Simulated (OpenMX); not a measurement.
## C under changes of volume

One of the cells (5.672 Å³/atom); the others are scaled copies at fixed shape and fractional positions:

```xyz
2
Lattice="0.0000 1.7834 1.7834 1.7834 0.0000 1.7834 1.7834 1.7834 0.0000" Properties=species:S:1:pos:R:3 pbc="T T T"
C     2.6751    2.6751    2.6751
C     1.7834    1.7834    1.7834
```

This isn't the form of C at room conditions, which is graphite.

| Property | Result |
| --- | --- |
| Program | OpenMX 3.8.5 |
| Functional | PBE |
| Potentials or basis | OpenMX 2013 PBE set, C6.0-s2p2, fixed grid of 21 × 21 × 21 points |
| k mesh | 13 × 13 × 13 |
| Occupations | fermi-dirac, width 0.05 eV |
| Spin | no spin polarisation |

| volume (Å³/atom) | energy over the lowest point (meV/atom) | gap on the mesh (eV) |
| --- | --- | --- |
| 5.332 | 55.52 | 4.74 |
| 5.445 | ? | ? |
| 5.558 | 13.54 | 4.65 |
| 5.672 | 3.55 | 4.60 |
| 5.785 | 0.00 | 4.56 |
| 5.899 | 2.36 | 4.53 |
| 6.012 | 9.99 | 4.49 |

What does the run at 5.445 Å³/atom give?

Energy over the lowest point 30.66 meV/atom; gap on the mesh 4.69 eV.

Worked out: A Birch-Murnaghan fit of order 3 (a polynomial in V^(-2/3)) to the other rows has its minimum at 5.79 Å³/atom with B0 = V·E''(V) = 419 GPa and B' = 4.0. It gives 30.62 meV/atom at 5.445 Å³/atom, against the run's 30.66. A straight line through the other rows of the gap, of slope -2.08 eV per unit of ln V, gives 4.69 eV, against the run's 4.69.

Energies are extrapolated to zero smearing.

Caveats: an odd mesh through Γ misses points on the zone boundary, where band edges often lie; the basis of atomic orbitals isn't converged, which shifts pressures, moduli and gaps.
